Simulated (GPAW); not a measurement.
Crystal: BeS.

```
S Be
1.0
     0.00000    2.42500    2.42500
     2.42500    0.00000    2.42500
     2.42500    2.42500    0.00000
S Be
1 1
Direct
  0.75000 0.75000 0.75000
  0.00000 0.00000 0.00000
```

Program: GPAW 26.7.0. Alike in all runs: task single point; no spin polarisation; cell as given; k mesh 9 × 9 × 9; cutoff (eV) 800; smearing fermi-dirac 0.05 eV.

Problem. Order these runs on this cell by their pressure, lowest first.
A. level LDA; potentials or basis the program's PAW data sets (release 1.2.1) made for this functional, pw
B. level PBE; potentials or basis GPAW PAW data sets (gpaw-data 1.2.1), pw
C. level revPBE; potentials or basis the program's PAW data sets (release 1.2.1) made for this functional, pw
D. level PBEsol; potentials or basis PAW data sets generated in the run's folder for this functional, pw

Solution. A (-2.6 GPa), D (-0.7 GPa), B (2.2 GPa), C (4.2 GPa).
